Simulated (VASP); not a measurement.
# As: kinetic-energy density

As, R-3m (no. 166), 2 atoms in the cell. PBE; PAW potentials As (PBE set).

## Input

INCAR:
```
SYSTEM = As
PREC = Accurate
ENCUT = 520
EDIFF = 1E-7
ISMEAR = 0
SIGMA = 0.02
LREAL = .FALSE.
LASPH = .TRUE.
ALGO = Normal
NELM = 100
ISIF = 2
LWAVE = .FALSE.
LCHARG = .TRUE.
LTAU = .TRUE.
```

KPOINTS:
```
k-points
0
Gamma
  7 7 7
```

POSCAR:
```
As
1.0
    1.8807968987      1.0858785957      3.5140619945
   -1.8807968987      1.0858785957      3.5140619945
    0.0000000000     -2.1717571915      3.5140619945
As
2
Direct
    0.2260000000      0.2260000000      0.2260000000
    0.7740000000      0.7740000000      0.7740000000
```

Commands:
```
cat potpaw_PBE.64/As/POTCAR > POTCAR
mpirun -np 1 vasp_std > vasp.out
```

## Result

- Kinetic energy of the pseudo orbitals (eV): 138.43

VASP 6.6.1 took 15 s on 1 core (Intel Xeon Platinum 8488C (Sapphire Rapids)), a shared host.
